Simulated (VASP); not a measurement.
# Bi (Im-3m) in VASP: further runs

The runs below take Bi through single point, electric field gradients, with TB-mBJ, B3LYP+D4.

Program: VASP 6.6.1. These are calculated values, not measurements. Logs are shortened: lines on timing, memory, paths and dates and some standing lists are left out, and cuts for length are marked.

**1. Starting point**

The structure is cubic, space group Im-3m (No. 229). The conventional cell has a = 3.963 Å, b = 3.963 Å, c = 3.963 Å, α = 90.00°, β = 90.00°, γ = 90.00°. Bi (site symmetry m-3m) has 8 Bi at 3.43 Å as nearest neighbours.

This isn't the form of Bi at room conditions, which is rhombohedral.

**2. Single point, TB-mBJ**

Contents of POSCAR:

```
Bi
1.0
   -1.9814305318      1.9814305318      1.9814305318
    1.9814305318     -1.9814305318      1.9814305318
    1.9814305318      1.9814305318     -1.9814305318
Bi
1
Direct
    0.0000000000      0.0000000000      0.0000000000
```

Contents of INCAR.step1:

```
PREC     = Accurate       # precision mode
ENCUT    = 520            # plane-wave cutoff, eV
EDIFF    = 1E-5           # SCF threshold, eV
ISMEAR   = -5             # smearing method
SIGMA    = 0.05           # smearing width, eV
LREAL    = F              # projectors in reciprocal space
LASPH    = T              # aspherical terms in the spheres
NELM     = 60             # most SCF steps
ALGO     = Normal         # electronic algorithm
ISIF     = 2              # what is computed and relaxed
LWAVE    = T              # write WAVECAR
NBANDS   = 14             # bands
AMIX     = 0.2          
BMIX     = 1E-4         
AMIX_MAG = 0.8          
BMIX_MAG = 1E-4         
GGA      = PE             # functional
```

Contents of INCAR.step2:

```
PREC     = Accurate       # precision mode
ENCUT    = 520            # plane-wave cutoff, eV
EDIFF    = 1E-7           # SCF threshold, eV
ISMEAR   = -5             # smearing method
SIGMA    = 0.05           # smearing width, eV
LREAL    = F              # projectors in reciprocal space
LASPH    = T              # aspherical terms in the spheres
NELM     = 60             # most SCF steps
ALGO     = Normal         # electronic algorithm
ISIF     = 2              # what is computed and relaxed
LWAVE    = F              # write WAVECAR
LCHARG   = T              # write CHGCAR
METAGGA  = MBJ            # meta-GGA
LELF     = T              # ELF
LVHAR    = T            
NBANDS   = 14             # bands
AMIX     = 0.2          
BMIX     = 1E-4         
AMIX_MAG = 0.8          
BMIX_MAG = 1E-4         
ISTART   = 1
```

Contents of KPOINTS:

```
regular mesh
0
Gamma
  9 9 9
```

Potentials or basis: VASP PAW PBE potentials, release 64 (Bi_d).

Run with:

```
$ cat potpaw_PBE.64/Bi_d/POTCAR > POTCAR
$ cp INCAR.step1 INCAR
$ mpirun -np 1 vasp_std > vasp.out
$ cp INCAR.step2 INCAR
$ mpirun -np 1 vasp_std > vasp.out
```

OUTCAR:

```text
PREC = Accurate
   ENCUT = 520
   EDIFF = 1E-7
   ISMEAR = -5
   LREAL = F
   LASPH = T
   NELM = 60
   ISIF = 2
   METAGGA = MBJ
   AMIX = 0.2
   AMIX_MAG = 0.8
   ISTART = 1

 ion  position               nearest neighbor table
   1  0.000  0.000  0.000-

  LATTYP: Found a body centered cubic cell.
 ALAT       =     3.9628610636

  Lattice vectors:

 A1 = (  -1.9814305318,   1.9814305318,   1.9814305318)
 A2 = (   1.9814305318,  -1.9814305318,   1.9814305318)
 A3 = (   1.9814305318,   1.9814305318,  -1.9814305318)

Analysis of symmetry for initial positions (statically):
=====================================================================
 Subroutine PRICEL returns:
 Original cell was already a primitive cell.

 Routine SETGRP: Setting up the symmetry group for a
 body centered cubic supercell.

 Subroutine GETGRP returns: Found 48 space group operations
 (whereof 48 operations were pure point group operations)
 out of a pool of 48 trial point group operations.

The static configuration has the point symmetry O_h .

Analysis of symmetry for dynamics (positions and initial velocities):
=====================================================================
 Subroutine PRICEL returns:
 Original cell was already a primitive cell.

 Routine SETGRP: Setting up the symmetry group for a
 body centered cubic supercell.

 Subroutine GETGRP returns: Found 48 space group operations
 (whereof 48 operations were pure point group operations)
 out of a pool of 48 trial point group operations.

The dynamic configuration has the point symmetry O_h .

 Subroutine INISYM returns: Found 48 space group operations
 (whereof 48 operations are pure point group operations),
 and found     1 'primitive' translations

----------------------------------------------------------------------------------------

                                     Primitive cell

  volume of cell :      31.1169

  direct lattice vectors                    reciprocal lattice vectors
    -1.981430532  1.981430532  1.981430532     0.000000000  0.252342937  0.252342937
     1.981430532 -1.981430532  1.981430532     0.252342937  0.000000000  0.252342937
     1.981430532  1.981430532 -1.981430532     0.252342937  0.252342937  0.000000000

  length of vectors
     3.431938353  3.431938353  3.431938353     0.356866804  0.356866804  0.356866804

  position of ions in fractional coordinates (direct lattice)
     0.000000000  0.000000000  0.000000000

  ion indices of the primitive-cell ions
   primitive index   ion index
                 1           1

----------------------------------------------------------------------------------------

 KPOINTS: regular mesh

Automatic generation of k-mesh.
 Grid dimensions read from file:
 generate k-points for:    9    9    9

 Generating k-lattice:

  Cartesian coordinates                     Fractional coordinates (reciprocal lattice)
     0.000000000  0.028038104  0.028038104     0.111111111  0.000000000  0.000000000
     0.028038104  0.000000000  0.028038104     0.000000000  0.111111111  0.000000000
     0.028038104  0.028038104  0.000000000     0.000000000  0.000000000  0.111111111

  Length of vectors
     0.039651867  0.039651867  0.039651867

  Shift w.r.t. Gamma in fractional coordinates (k-lattice)
     0.000000000  0.000000000  0.000000000

 TETIRR: Found    774 inequivalent tetrahedra from     4374

 Subroutine IBZKPT returns following result:
 ===========================================

 Found     35 irreducible k-points:

 Following reciprocal coordinates:
            Coordinates               Weight
  0.000000  0.000000  0.000000      1.000000
  0.111111  0.000000  0.000000     12.000000
  0.222222  0.000000  0.000000     12.000000
  0.333333  0.000000  0.000000     12.000000
  0.444444  0.000000  0.000000     12.000000
  0.111111  0.111111  0.000000     24.000000
[... 16 lines left out ...]
 -0.333333  0.444444  0.111111     48.000000
 -0.444444 -0.444444  0.111111     24.000000
 [... further k-points ...]
   k-points           NKPTS =     35   k-points in BZ     NKDIM =     35   number of bands    NBANDS=     14
   number of dos      NEDOS =    301   number of ions     NIONS =      1
   total plane-waves  NPLWV =  21952
   dimension x,y,z NGX =    28 NGY =   28 NGZ =   28
   dimension x,y,z NGXF=    56 NGYF=   56 NGZF=   56
   ions per type =               1
   NGX,Y,Z   is equivalent  to a cutoff of  13.56, 13.56, 13.56 a.u.
   NGXF,Y,Z  is equivalent  to a cutoff of  27.13, 27.13, 27.13 a.u.
 SYSTEM =  unknown system
   PREC   = accura    normal or accurate (medium, high low for compatibility)
   ISTART =      1    job   : 0-new  1-cont  2-samecut
   ICHARG =      0    charge: 1-file 2-atom 10-const
   ISPIN  =      1    spin polarized calculation?
   LNONCOLLINEAR =      F non collinear calculations
   LSORBIT =      F    spin-orbit coupling
   LASPH  =      T    aspherical Exc in radial PAW
   ENCUT  =  520.0 eV  38.22 Ry    6.18 a.u.   6.38  6.38  6.38*2*pi/ulx,y,z
   NELM   =     60;   NELMIN=  2; NELMDL=  0     # of ELM steps
   EDIFF  = 0.1E-06   stopping-criterion for ELM
   LREAL  =      F    real-space projection
   EDIFFG = 0.1E-05   stopping-criterion for IOM
   NSW    =      0    number of steps for IOM
   IBRION =     -1    ionic relax: 0-MD 1-quasi-New 2-CG
   NFREE  =      0    steps in history (QN), initial steepest desc. (CG)
   ISIF   =      2    stress and relaxation
   ISYM   =      2    0-nonsym 1-usesym 2-fastsym
   POTIM  = 0.5000    time-step for ionic-motion
   TEBEG  =    0.0;   TEEND  =   0.0 temperature during run
   PSTRESS=    0.0 pullay stress
   NELECT =      15.0000    total number of electrons
   NUPDOWN=      -1.0000    fix difference up-down
   EMIN   =  10.00;   EMAX   =-10.00  energy-range for DOS
   EFERMI =   0.00;   METHOD = LEGACY
   ISMEAR =    -5;   SIGMA  =   0.05  broadening in eV -4-tet -1-fermi 0-gaus
   EFERMI_NEDOS =   21; number of points for ismear=-14 and -15
   IALGO  =     38    algorithm
   IMIX   =      4    mixing-type and parameters
     AMIX     =   0.20;   BMIX     =  0.00
     AMIX_MAG =   0.80;   BMIX_MAG =  0.00
  volume/ion in A,a.u.               =      31.12       209.99
  Fermi-wavevector in a.u.,A,eV,Ry     =   1.283630  2.425708 22.418388  1.647705
  Thomas-Fermi vector in A             =   2.415871
   LORBIT       =      0    0 simple, 1 ext, 2 COOP (PROOUT), +10 PAW based schemes
   METAGGA = MBJ    functional components
   LHFCALC =     F    Hartree Fock is set to
   AEXX    =    0.0000 exact exchange contribution
   IVDW    =     0    specifies the selected vdW correction
   LEPSILON=     F    determine dielectric tensor
   LRPA    =     F    only Hartree local field effects (RPA)
 non-spin polarized calculation
 Fermi weights with tetrahedron method with Bloechl corrections
  energy-cutoff  :      520.00
  volume of cell :       31.12
 maximum number of plane-waves:       887
 NGX is ok and might be reduce to    28
   NGX = 13   NGY = 13   NGZ = 13

 number of electron      14.9999994 magnetization

 Free energy of the ion-electron system (eV)
  ---------------------------------------------------
  ext. energy  EPLUGINS =         0.00000000
  ---------------------------------------------------
  free energy    TOTEN  =      1192.68118495 eV

  energy without entropy =     1192.68118495  energy(sigma->0) =     1192.68118495

 E-fermi :   7.6940     XC(G=0): -11.2584

 val. band max:        7.7096511876   @ k =  -0.2222   0.2222   0.1111
 cond. band min:       7.9394521334   @ k =   0.3333   0.2222   0.1111
 fundamental gap:      0.2298009458
 Fermi energy:         7.6939802683

 k-point     1 :       0.0000    0.0000    0.0000
  band No.  band energies     occupation
      1     -15.8196      2.00000
      2     -15.8195      2.00000
      3     -15.8195      2.00000
      4     -15.6880      2.00000
      5     -15.6880      2.00000
      6      -5.8545      2.00000
      7      12.7458      0.00000
      8      12.7461      0.00000
      9      12.7461      0.00000
     10      16.9669      0.00000
     11      17.9632      0.00000
     12      17.9632      0.00000
     13      17.9635      0.00000
     14      19.2514      0.00000

 k-point     2 :       0.1111    0.0000    0.0000
  band No.  band energies     occupation
      1     -15.8238      2.00000
      2     -15.8117      2.00000
      3     -15.7961      2.00000
      4     -15.6929      2.00000
      5     -15.6887      2.00000
      6      -5.6312      2.00000
      7      10.7731     -0.05156
      8      12.1031      0.00000
      9      12.5556      0.00000
     10      16.4709      0.00000
     11      17.1362      0.00000
     12      17.7670      0.00000
     13      18.4290      0.00000
     14      20.1442      0.00000

 k-point     3 :       0.2222    0.0000    0.0000
  band No.  band energies     occupation
      1     -15.8348      2.00000
      2     -15.7957      2.00000
      3     -15.7364      2.00000
      4     -15.7028      2.00000
      5     -15.6911      2.00000
      6      -4.9784      2.00000
      7       7.6738      1.13880
      8      10.8831      0.00000
      9      12.0588      0.00000
     10      15.0967      0.00000
     11      16.2166      0.00000
     12      17.9495      0.00000
     13      19.5452      0.00000
     14      22.0758      0.00000
[... 324 lines left out ...]
 k-point    23 :      -0.3333    0.4444    0.1111
  band No.  band energies     occupation
      1     -15.8059      2.00000
      2     -15.7660      2.00000
      3     -15.7212      2.00000
      4     -15.7079      2.00000
      5     -15.6465      2.00000
      6      -2.9665      2.00000
      7       4.2393      2.00000
      8       7.1990      1.60064
      9      10.3608     -0.00577
     10      15.0034      0.00000
     11      15.9054      0.00000
     12      18.9726      0.00000
     13      19.1954      0.00000
     14      22.6693      0.00000

 k-point    24 :      -0.4444   -0.4444    0.1111
  band No.  band energies     occupation
      1     -15.8082      2.00000
      2     -15.7690      2.00000
      3     -15.7267      2.00000
      4     -15.6976      2.00000
      5     -15.6280      2.00000
      6      -2.4219      2.00000
      7       3.3471      2.00000
      8       6.8311      1.95901
      9      10.2928     -0.00593
     10      15.1281      0.00000
     11      16.5072      0.00000
     12      17.5585      0.00000
     13      18.9719      0.00000
     14      24.7459      0.00000

 [... further k-points ...]

------------------------ aborting loop because EDIFF is reached ----------------------------------------

  FORCE on cell =-STRESS in cart. coord.  units (eV):
  Direction    XX          YY          ZZ          XY          YZ          ZX
  --------------------------------------------------------------------------------------
  -------------------------------------------------------------------------------------
  Total      -56.5227091    -56.5227091    -56.5227091      0.0000000      0.0000000      0.0000000
  in kB    -2910.2949674  -2910.2949674  -2910.2949674      0.0000000      0.0000000      0.0000000
  external PRESSURE =   -2910.2949674 kB  Pullay stress =       0.0000000 kB

 VOLUME and BASIS-vectors are now :
 -----------------------------------------------------------------------------
  energy-cutoff  :      520.00
  volume of cell :       31.12
      direct lattice vectors                 reciprocal lattice vectors
    -1.981430532  1.981430532  1.981430532     0.000000000  0.252342937  0.252342937
     1.981430532 -1.981430532  1.981430532     0.252342937  0.000000000  0.252342937
     1.981430532  1.981430532 -1.981430532     0.252342937  0.252342937  0.000000000

 POSITION                                       TOTAL-FORCE (eV/Angst)
 -----------------------------------------------------------------------------------
      0.00000      0.00000      0.00000         0.000000      0.000000     -0.000000
 -----------------------------------------------------------------------------------
    total drift:                               -0.000000     -0.000000     -0.000000

  FREE ENERGIE OF THE ION-ELECTRON SYSTEM (eV)
  ---------------------------------------------------
  free  energy   TOTEN  =      1192.6811849463 eV

  energy  without entropy=     1192.6811849463  energy(sigma->0) =     1192.68118495
```

Wall time 32 s (1 thread of Intel Xeon 6975P-C (Granite Rapids), shared host); peak memory 0.16 GiB.

Results:

- Band gap on the k mesh: none (metal or under the smearing width)

Caveat: the PAW data sets were made with another functional, which shifts forces and pressure a little; spin-orbit coupling is left out, which moves the levels of the heavy elements; tetrahedron occupations give inexact forces and stress in metals.

[end of part 1 of 2]
